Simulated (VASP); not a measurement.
# PbO (Litharge) (P4/nmm) in VASP: notebook, part 2 of 2

VASP 6.6.1.

**3. Equation of state, PBE+D3(BJ), 19.48 Å³/atom (a relaxed cell with its volume scaled by 0.96)**

INCAR reads:

```
  PREC = Accurate
  ENCUT = 520
  EDIFF = 1E-6
  ISMEAR = 0
  SIGMA = 0.02
  LREAL = F
  LASPH = T
  NELM = 100
  ALGO = Normal
  ISIF = 2
  LWAVE = F
  LCHARG = F
  GGA = PE
  IVDW = 12
  KPAR = 2
```

KPOINTS reads:

```
regular mesh
0
Gamma
  6 6 6
```

POSCAR reads:

```
PbO                                     
1.0
    3.9793728802      0.0000000000      0.0000000000
    0.0000000000      3.9793728802     -0.0000000000
    0.0000000000      0.0000000000      4.9209224076
  Pb              O             
     2     2
Direct
     0.5000000000000000    0.0000000000000000    0.7617284423530964
     0.0000000000000000    0.5000000000000000    0.2382715576469036
     0.5000000000000000    0.5000000000000000    0.0000000000000000
     0.0000000000000000    0.0000000000000000    0.0000000000000000
```

Potentials or basis: VASP PAW PBE potentials, release 64 (Pb_d, O).

On the command line:

```console
$ cat potpaw_PBE.64/Pb_d/POTCAR potpaw_PBE.64/O/POTCAR > POTCAR
$ mpirun -np 2 vasp_std > vasp.out
```

It took 38 s on 2 MPI ranks of Intel Xeon Platinum 8259CL at 2.50GHz (Skylake/Cascade Lake), shared host; peak memory 0.22 GiB.

It converged, with:

```
Free energy                : -22.3603 eV
Pressure                   : 3.5 GPa
Largest force              : 0.561 eV/Å
Band gap on the k mesh     : 1.22 eV, indirect (least direct gap 2.29 eV)
Dispersion energy per atom : -0.244 eV
```

Caveat: spin-orbit coupling is left out, which as a rule narrows the gap of such compounds by several tenths of an eV.

**4. Equation of state, PBE+D3(BJ), 19.89 Å³/atom (a relaxed cell with its volume scaled by 0.98)**

INCAR is that of step 3.

KPOINTS is that of step 3.

POSCAR, as its differences from that of step 3:

```diff
@@ -2,5 +2,5 @@
 1.0
-    3.9793728802      0.0000000000      0.0000000000
-    0.0000000000      3.9793728802     -0.0000000000
-    0.0000000000      0.0000000000      4.9209224076
+    4.0068176984      0.0000000000      0.0000000000
+    0.0000000000      4.0068176984     -0.0000000000
+    0.0000000000      0.0000000000      4.9548608759
   Pb              O
```

On the command line:

```console
$ cat potpaw_PBE.64/Pb_d/POTCAR potpaw_PBE.64/O/POTCAR > POTCAR
$ mpirun -np 2 vasp_std > vasp.out
```

It took 39 s on 2 MPI ranks of Intel Xeon Platinum 8259CL at 2.50GHz (Skylake/Cascade Lake), shared host; peak memory 0.22 GiB.

The run converged. Its results:

```
Free energy                : -22.3881 eV
Pressure                   : 1.7 GPa
Largest force              : 0.278 eV/Å
Band gap on the k mesh     : 1.25 eV, indirect (least direct gap 2.23 eV)
Dispersion energy per atom : -0.239 eV
```

Caveat: spin-orbit coupling is left out, which as a rule narrows the gap of such compounds by several tenths of an eV.

**5. Equation of state, PBE+D3(BJ), 20.29 Å³/atom**

INCAR is that of step 4.

KPOINTS is that of step 4.

POSCAR, as its differences from that of step 4:

```diff
@@ -2,5 +2,5 @@
 1.0
-    4.0068176984      0.0000000000      0.0000000000
-    0.0000000000      4.0068176984     -0.0000000000
-    0.0000000000      0.0000000000      4.9548608759
+    4.0338916122      0.0000000000      0.0000000000
+    0.0000000000      4.0338916122     -0.0000000000
+    0.0000000000      0.0000000000      4.9883406812
   Pb              O
```

On the command line:

```console
$ cat potpaw_PBE.64/Pb_d/POTCAR potpaw_PBE.64/O/POTCAR > POTCAR
$ mpirun -np 2 vasp_std > vasp.out
```

Run time: 39 s. Hardware: 2 MPI ranks of Intel Xeon Platinum 8259CL at 2.50GHz (Skylake/Cascade Lake), shared host; peak memory 0.22 GiB.

Results (log left out):

```
Free energy                : -22.3981 eV
Pressure                   : 0.0 GPa
Largest force              : 0.015 eV/Å
Band gap on the k mesh     : 1.28 eV, indirect (least direct gap 2.17 eV)
Dispersion energy per atom : -0.234 eV
```

Caveat: spin-orbit coupling is left out, which as a rule narrows the gap of such compounds by several tenths of an eV.

**6. Equation of state, PBE+D3(BJ), 20.70 Å³/atom (a relaxed cell with its volume scaled by 1.02)**

INCAR is that of step 5.

KPOINTS is that of step 5.

POSCAR, as its differences from that of step 5:

```diff
@@ -2,5 +2,5 @@
 1.0
-    4.0338916122      0.0000000000      0.0000000000
-    0.0000000000      4.0338916122     -0.0000000000
-    0.0000000000      0.0000000000      4.9883406812
+    4.0606069047      0.0000000000      0.0000000000
+    0.0000000000      4.0606069047     -0.0000000000
+    0.0000000000      0.0000000000      5.0213770127
   Pb              O
```

Potentials or basis: VASP PAW PBE potentials, release 64 (Pb_d, O).

On the command line:

```console
$ cat potpaw_PBE.64/Pb_d/POTCAR potpaw_PBE.64/O/POTCAR > POTCAR
$ mpirun -np 2 vasp_std > vasp.out
```

Wall time 40 s (2 MPI ranks of Intel Xeon Platinum 8259CL at 2.50GHz (Skylake/Cascade Lake), shared host); peak memory 0.22 GiB.

It converged, with:

| Property | Result |
| --- | --- |
| Free energy | -22.3922 eV |
| Pressure | -1.5 GPa |
| Largest force | 0.228 eV/Å |
| Band gap on the k mesh | 1.30 eV, indirect (least direct gap 2.11 eV) |
| Dispersion energy per atom | -0.229 eV |

Caveat: spin-orbit coupling is left out, which as a rule narrows the gap of such compounds by several tenths of an eV.

**7. Equation of state, PBE+D3(BJ), 21.10 Å³/atom (a relaxed cell with its volume scaled by 1.04)**

INCAR is that of step 6.

KPOINTS is that of step 6.

POSCAR, as its differences from that of step 6:

```diff
@@ -2,5 +2,5 @@
 1.0
-    4.0606069047      0.0000000000      0.0000000000
-    0.0000000000      4.0606069047     -0.0000000000
-    0.0000000000      0.0000000000      5.0213770127
+    4.0869752209      0.0000000000      0.0000000000
+    0.0000000000      4.0869752209     -0.0000000000
+    0.0000000000      0.0000000000      5.0539842706
   Pb              O
```

On the command line:

```console
$ cat potpaw_PBE.64/Pb_d/POTCAR potpaw_PBE.64/O/POTCAR > POTCAR
$ mpirun -np 2 vasp_std > vasp.out
```

Run time: 32 s. Hardware: 2 MPI ranks of Intel Xeon Platinum 8259CL at 2.50GHz (Skylake/Cascade Lake), shared host; peak memory 0.22 GiB.

Results (log left out):

- Free energy: -22.3722 eV
- Pressure: -2.8 GPa
- Largest force: 0.453 eV/Å
- Band gap on the k mesh: 1.32 eV, indirect (least direct gap 2.05 eV)
- Dispersion energy per atom: -0.225 eV

Caveat: spin-orbit coupling is left out, which as a rule narrows the gap of such compounds by several tenths of an eV.

**8. Equation of state, PBE+D3(BJ)**

This run uses another cell than the first one, of 20.29 Å³/atom, 1.018 times its volume.

Potentials or basis: VASP PAW PBE potentials, release 64 (Pb_d, O).

This step only gathers the single runs of the series.

Results:

```yaml
Equilibrium_volume: 20.34 Å³/atom
Bulk_modulus_at_fixed_shape_and_positions: 77 GPa
Pressure_derivative_of_the_bulk_modulus: "4.7 (rough: it moves with the points fitted)"
```

Energy against volume, from the lowest point:
```tsv
volume (Å³/atom)	energy (meV/atom)
19.481	9.45
19.887	2.50
20.293	0.00
20.699	1.47
21.105	6.48
```

Caveat: the cell was scaled at fixed shape and fractional positions, which overstates the stiffness of a crystal with free parameters, most of all of layers and chains.

**9. The reference run**

An earlier run on the cell as given: functional PBEsol; potentials or basis VASP PAW PBE potentials, release 64 (Pb_d, O); cutoff 520 eV; k mesh 7 × 7 × 6; occupations fermi-dirac, width 0.05 eV; no spin polarisation.

* Pressure: -0.8 GPa
* Largest force: 0.288 eV/Å
* Band gap on the k mesh: 1.37 eV, indirect (least direct gap 2.29 eV)

**10. Overview**

```csv
task,level,cell,k mesh,smearing,ladder,gap on the mesh (eV)
Born charges and dielectric tensor,RPBE,"P4/nmm, 19.94 Å³/atom",7 × 7 × 6,fermi-dirac 0.1 eV,-,1.47
equation of state,PBE+D3(BJ),"P4/nmm, 20.29 Å³/atom",6 × 6 × 6,gaussian 0.02 eV,gaps,-
single point,PBEsol,"P4/nmm, 19.94 Å³/atom",7 × 7 × 6,fermi-dirac 0.05 eV,free,1.37
```

Alike in all rows: potentials or basis VASP PAW PBE potentials, release 64 (Pb_d, O); no spin polarisation; cutoff (eV) 520.

Caveats: the PAW data sets were made with another functional, which shifts forces and pressure a little (some runs); spin-orbit coupling is left out, which as a rule narrows the gap of such compounds by several tenths of an eV (some runs); an odd mesh through Γ misses points on the zone boundary, where band edges often lie (some runs); the cell was scaled at fixed shape and fractional positions, which overstates the stiffness of a crystal with free parameters, most of all of layers and chains (some runs).

Absolute energies hang on the potentials; compare differences alone.
